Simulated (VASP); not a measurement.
Input of a VASP 6.6.1 run:

INCAR

```
PREC     = Accurate       # precision mode
ENCUT    = 520            # plane-wave cutoff, eV
EDIFF    = 1E-7           # SCF threshold, eV
ISMEAR   = 0              # smearing method
SIGMA    = 0.1            # smearing width, eV
LREAL    = F              # projectors in reciprocal space
LASPH    = T              # aspherical terms in the spheres
NELM     = 80             # most SCF steps
ALGO     = Normal         # electronic algorithm
ISIF     = 3              # what is computed and relaxed
LWAVE    = F              # write WAVECAR
LCHARG   = F              # write CHGCAR
GGA      = CA             # functional
IBRION   = 2              # ionic algorithm
NSW      = 80             # ionic steps
EDIFFG   = -0.002         # ionic threshold
```

Contents of KPOINTS:

```
regular mesh
0
Gamma
  18 18 18
```

Contents of POSCAR:

```
Al
1.0
    0.0000000000      2.0248050000      2.0248050000
    2.0248050000      0.0000000000      2.0248050000
    2.0248050000      2.0248050000      0.0000000000
Al
1
Direct
    0.0000000000      0.0000000000      0.0000000000
```

Potentials or basis: VASP PAW LDA potentials, release 64 (Al).

Command:

```sh
$ cat potpaw_LDA.64/Al/POTCAR > POTCAR
$ mpirun -np 1 vasp_std > vasp.out
```

(1) What does it give for the space group after relaxing (to 0.05 Å)?

(2) Predict the band gap on the k mesh.

(3) Predict the relaxed volume.

Results:

(1) Fm-3m (No. 225).

(2) none (metal or under the smearing width).

(3) 15.82 Å³/atom.
